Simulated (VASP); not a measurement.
KI (strained zincblende), PBE single-point calculation: Ansatz's output and VASP's

```
K I
1.0
     0.00000    3.86675    4.14433
     3.86675    0.00000    4.14433
     3.86675    3.86675    0.00000
K I
1 1
Cartesian
  0.0000 0.0000 0.0000
  1.9334 1.9334 2.0722
```

Ansatz printed

```
SCF 1 converged in 7 iterations: F = -9053.516368 eV  dr2 = 2.23e-9
  greatest PAW one-centre occupation: 0.999 electrons in one spin orbital (limit 2), on the I atom at site 1 (counted from 0), in its partial waves of l = 2
NSCF: frozen V_eff on 7 k-points
SCF converged after 7 iterations
Free energy (F): -9053.516368 eV
Harris-Foulkes:  -9053.516368 eV  (|F-HF|=3.17e-9)
Internal energy: -9053.516368 eV  (E = F + TS)
E sigma→0 (E₀):  -9053.516368 eV
Fermi energy:    1.772663 eV
--- Per-component energies (eV) ---
  E_band       = -579.569574
  E_kinetic    = 442.689638
  E_local      = -3373.668054  (includes V_loc(G=0)·N_el)
  E_nonlocal   = -77.371560
  E_hartree    = 1584.661257
  E_xc         = -263.197719
  E_vxc        = -293.388171  (∫ρ·V_xc dr)
  E_paw        = -5599.067415  (= ΣΔE_a)
  E_vpaw       = -447.150975  (= ΣTr[D̂ρ^β])
  E_aug_tail   = -0.000006  (compensation charges beyond the density's cutoff)
  E_ewald      = -1767.562510
  E_smearing   = -0.000000  (= −TS)
  E_closure    = 0.000000  (closes the sum)
  Σ components = -9053.516368   (vs F -9053.516368, Δ=0.00e0)
--- Forces (eV/Å), atoms counted from 1 ---
  atom   1  K      0.00000000    -0.00000000     0.00000000
  atom   2  I     -0.00000000     0.00000000     0.00000000
  max |Σ_I F_I| component: 4.51e-17 eV/Å
--- Stress (GPa, compression-positive) ---
        0.210579       0.000000       0.000000
       -0.000000       0.210579       0.000000
       -0.000000       0.000000       0.168047
  P = ⅓ Tr σ = 0.1964 GPa (1.964 kbar)
--- Band table (eV; the first three rows and the last of 30) ---
  k-point 0: bands = ["-42.6040", "-42.6040", "-42.6034", "-42.6007", "-42.5994", "-28.7035", "-12.2017", "-12.2017", "-12.1938", "-10.2690", "-0.2816", "-0.2340", "-0.2340", "3.6844", "7.0766", "7.5218", "7.8546"]
  k-point 1: bands = ["-42.6040", "-42.6040", "-42.6034", "-42.6008", "-42.5994", "-28.7034", "-12.2149", "-12.2023", "-12.1966", "-10.2435", "-0.3932", "-0.2716", "-0.2296", "4.0894", "6.9072", "7.2288", "7.5601"]
  k-point 2: bands = ["-42.6040", "-42.6040", "-42.6034", "-42.6008", "-42.5994", "-28.7031", "-12.2435", "-12.2035", "-12.1990", "-10.1935", "-0.6215", "-0.2905", "-0.2212", "4.9223", "6.7045", "6.8383", "7.0360"]
  k-point 29: bands = ["-42.6040", "-42.6040", "-42.6034", "-42.6008", "-42.5994", "-28.7029", "-12.2687", "-12.2079", "-12.2079", "-10.1335", "-0.7729", "-0.2585", "-0.2585", "5.0016", "6.0577", "7.4204", "8.0889"]
```

The two codes use different PAW datasets and cutoffs. VASP's cell holds 16 valence electrons and Ansatz's 26. Ansatz's stress includes a Pulay correction; VASP's doesn't.

**Question.** What does VASP give for the same cell and level of theory?

**Answer.** gap between bands v and c 3.90 eV; least direct gap 3.92 eV; pressure 0.2 GPa.

From OUTCAR

```
k-points           NKPTS =     30   k-points in BZ     NKDIM =     30   number of bands    NBANDS=     15

   NELECT =      16.0000    total number of electrons

   dimension x,y,z NGX =    42 NGY =   42 NGZ =   42
   dimension x,y,z NGXF=    84 NGYF=   84 NGZF=   84

  energy-cutoff  :      520.00
  volume of cell :      123.93
      direct lattice vectors                 reciprocal lattice vectors
     0.000000000  3.866746745  4.144329527    -0.129307667  0.129307667  0.120646777
     3.866746745  0.000000000  4.144329527     0.129307667 -0.129307667  0.120646777
     3.866746745  3.866746745  0.000000000     0.129307667  0.129307667 -0.120646777

 k-points in reciprocal lattice and weights: KPOINTS created by Atomic Simulation Env
   0.00000000  0.00000000  0.00000000       0.005
   0.16666667  0.00000000  0.00000000       0.037
   0.33333333  0.00000000  0.00000000       0.037
   0.50000000  0.00000000  0.00000000       0.019
   0.16666667  0.16666667  0.00000000       0.009
   0.33333333  0.16666667  0.00000000       0.037
   0.50000000  0.16666667  0.00000000       0.037
  -0.33333333  0.16666667  0.00000000       0.037
   ...

 E-fermi :  -1.6442

 k-point     1 :       0.0000    0.0000    0.0000
  band No.  band energies     occupation
      1     -30.6187      2.00000
      2     -14.1165      2.00000
      3     -14.1165      2.00000
      4     -14.1084      2.00000
      5     -12.1773      2.00000
      6      -2.1895      2.00000
      7      -2.1422      2.00000
      8      -2.1422      2.00000
      9       1.7729      0.00000
     10       5.1607      0.00000
     11       5.6078      0.00000
     12       5.9324      0.00000
     13       6.0672      0.00000
     14       6.0672      0.00000
     15       6.6726      0.00000

 k-point     2 :       0.1667    0.0000    0.0000
  band No.  band energies     occupation
      1     -30.6186      2.00000
      2     -14.1296      2.00000
      3     -14.1171      2.00000
      4     -14.1112      2.00000
      5     -12.1517      2.00000
      6      -2.3017      2.00000
      7      -2.1798      2.00000
      8      -2.1378      2.00000
      9       2.1782      0.00000
     10       4.9914      0.00000
     11       5.3136      0.00000
     12       5.6406      0.00000
     13       6.2414      0.00000
     14       6.3888      0.00000
     15       6.4777      0.00000

 k-point     3 :       0.3333    0.0000    0.0000
  band No.  band energies     occupation
      1     -30.6184      2.00000
      2     -14.1581      2.00000
      3     -14.1183      2.00000
      4     -14.1136      2.00000
      5     -12.1017      2.00000
      6      -2.5307      2.00000
      7      -2.1988      2.00000
      8      -2.1296      2.00000
      9       3.0110      0.00000
     10       4.7910      0.00000
     11       4.9237      0.00000
     12       5.1207      0.00000
     13       6.2825      0.00000
     14       6.3416      0.00000
     15       6.4931      0.00000

 k-point     4 :       0.5000    0.0000    0.0000
  band No.  band energies     occupation
      1     -30.6182      2.00000
      2     -14.1719      2.00000
      3     -14.1189      2.00000
      4     -14.1146      2.00000
      5     -12.0773      2.00000
      6      -2.6278      2.00000
      7      -2.2075      2.00000
      8      -2.1257      2.00000
      9       3.5056      0.00000
     10       4.3570      0.00000
     11       4.8526      0.00000
     12       5.0965      0.00000
     13       6.2033      0.00000
     14       6.4234      0.00000
     15       6.8812      0.00000

 k-point     5 :       0.1667    0.1667    0.0000
  band No.  band energies     occupation
      1     -30.6186      2.00000
      2     -14.1279      2.00000
      3     -14.1180      2.00000
      4     -14.1180      2.00000
      5     -12.1425      2.00000
      6      -2.3416      2.00000
      7      -2.1490      2.00000
      8      -2.1490      2.00000
      9       2.2703      0.00000
     10       4.4808      0.00000
     11       5.5967      0.00000
     12       5.7878      0.00000
     13       6.2389      0.00000
     14       6.2389      0.00000
     15       6.8794      0.00000

 k-point     6 :       0.3333    0.1667    0.0000
  band No.  band energies     occupation
      1     -30.6184      2.00000
      2     -14.1532      2.00000
      3     -14.1194      2.00000
      4     -14.1183      2.00000
      5     -12.1006      2.00000
      6      -2.4886      2.00000
      7      -2.1966      2.00000
      8      -2.1481      2.00000
      9       2.9390      0.00000
     10       4.2357      0.00000
     11       5.0557      0.00000
     12       5.6484      0.00000
     13       6.3433      0.00000
     14       6.4663      0.00000
     15       6.6341      0.00000

 ...

  Total        0.1723545      0.1723545      0.1417909      0.0000000      0.0000000      0.0000000
  in kB        2.2282176      2.2282176      1.8330881      0.0000000      0.0000000      0.0000000
  external PRESSURE =       2.0965078 kB  Pullay stress =       0.0000000 kB

 POSITION                                       TOTAL-FORCE (eV/Angst)
 -----------------------------------------------------------------------------------
      0.00000      0.00000      0.00000         0.000000      0.000000     -0.000000
      1.93337      1.93337      2.07216        -0.000000     -0.000000      0.000000
 -----------------------------------------------------------------------------------
    total drift:                               -0.000000     -0.000000     -0.000000

  FREE ENERGIE OF THE ION-ELECTRON SYSTEM (eV)
  ---------------------------------------------------
  free  energy   TOTEN  =        -5.3844166804 eV

  energy  without entropy=       -5.3844166804  energy(sigma->0) =       -5.38441668
```
